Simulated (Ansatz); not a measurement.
# CdS (Greenockite): the cost of one run

Program: Ansatz 0.2.0. Level of theory: DFT PBEsol, scalar-relativistic, plane waves, PAW. These are calculated values, not measurements.

1 further run of the same task is left out (set aside as unsound or not needed).

**1. The starting structure**

The structure is hexagonal, space group P6_3mc (No. 186). Conventional cell: a = 4.124 Å, b = 4.124 Å, c = 6.710 Å, α = 90.00°, β = 90.00°, γ = 120.00°. Cd (site symmetry 3m) has 4 S at 2.52 to 2.53 Å as nearest neighbours. S (site symmetry 3m) is surrounded by 4 Cd at 2.52 to 2.53 Å.

Coordinates:

```xyz
4
Lattice="4.1238 0.0000 0.0000 -2.0619 3.5713 0.0000 0.0000 0.0000 6.7095" Properties=species:S:1:pos:R:3 pbc="T T T"
Cd    0.0000    2.3809   -0.0051
Cd    2.0619    1.1904    3.3497
S     0.0000    2.3809    2.5212
S     2.0619    1.1904    5.8759
```

It is the result of an earlier relaxation at this level (volume 24.70 Å³/atom; gap on the mesh: 1.09 eV).

Bulk energy on matching settings, from an earlier run: -4535.1132 eV/atom.

**2. The (100) slab**

Miller indices refer to the conventional cell of the relaxed bulk, P6_3mc (No. 186): a = 4.124 Å, b = 4.124 Å, c = 6.710 Å, α = 90.00°, β = 90.00°, γ = 120.00°.

The slab is a (100) slab, 4.8 Å thick as cut, with 15 Å of vacuum; its outer planes are CdS (top) and CdS (bottom).

The slab as cut. Layers, bottom to top:

| plane | atoms per cell | height over the lowest (Å) |
| --- | --- | --- |
| 1 | CdS | 0.00 |
| 2 | CdS | 1.19 |
| 3 | CdS | 3.57 |
| 4 | CdS | 4.76 |

**3. The slab as cut, atoms at the bulk's places**

A dipole layer in the vacuum cancels the field that periodic copies would set up if the slab's two faces differ.

Contents of input.yaml:

```yaml
crystal:
  lattice:
    - [4.1238232214, 0.0, 0.0]
    - [0.0, 6.7095012884, 0.0]
    - [0.0, 0.0, 19.761780894]
  atoms:
    - { symbol: Cd, position: [0.0, 0.0007597471, 0.3795204511] }
    - { symbol: S, position: [0.0, 0.6242402529, 0.3795204511] }
    - { symbol: Cd, position: [0.5, 0.5007597471, 0.4397602256] }
    - { symbol: S, position: [0.5, 0.1242402529, 0.4397602256] }
    - { symbol: Cd, position: [0.5, 0.0007597471, 0.5602397744] }
    - { symbol: S, position: [0.5, 0.6242402529, 0.5602397744] }
    - { symbol: Cd, position: [0.0, 0.5007597471, 0.6204795489] }
    - { symbol: S, position: [0.0, 0.1242402529, 0.6204795489] }
basis:
  ecutwfc: 420
kpoints:
  mp_grid: { grid: [7, 4, 1] }
hamiltonian:
  xc: pbesol
scf:
  occupations: { method: gaussian, width: 0.05 }
output:
  forces: true
  stress: true
  eigenvalues: true
  write_density: true
  write_potential: true
  elf: true
  volumetric_format: npy
efield:
  axis: 3
  dipole_correction: true
```

Command:

```console
$ ansatz run input.yaml --threads 1 --pin off --max-ram 2560MiB --backend cpu --events-out ev --progress --plain --runs-dir out
```

What time and memory should one allow on 1 thread of AMD EPYC (Zen 3), shared host?

About 95 s, with a peak of 0.75 GiB.
